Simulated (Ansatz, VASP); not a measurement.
# One calculation of BaTe, two programs

```
Ba Te
1.0
     4.91436    0.00000    0.00000
    -2.45718    4.25596    0.00000
     0.00000    0.00000    4.47128
Ba Te
1 1
Direct
  0.33333 0.66667 0.50000
  0.00000 0.00000 0.00000
```

Alike in both runs: functional PBE; k mesh 9 × 9 × 6; occupations gaussian, width 0.02 eV; no spin polarisation.

Ansatz relaxed the structure, and its values are those at the end. VASP's run is a single point on that final structure, the one shown.

|  | VASP | Ansatz |
| --- | --- | --- |
| version | VASP 6.6.1 | Ansatz 0.2.0 |
| potentials or method | VASP PAW PBE potentials, release 64 (Ba_sv, Te) | scalar-relativistic, plane waves, PAW |
| plane-wave cutoff (eV) | 520 | 420 |
| valence electrons in the cell | 16 | 26 |

|  | VASP | Ansatz | Ansatz less VASP |
| --- | --- | --- | --- |
| gap on the k mesh at the Fermi level (eV) | 1.55 | 1.60 | +0.049 |
| least direct gap on the mesh (eV) | 1.55 | 1.60 | +0.049 |
| pressure (GPa) | -1.1 | -1.4 | -0.26 |

The two sets of potentials don't hold the same shells in valence.

Caveats: spin-orbit coupling is left out, which moves the levels of the heavy elements; an odd mesh through Γ misses points on the zone boundary, where band edges often lie. PBE gaps usually lie below the measured ones, often by a third to a half.
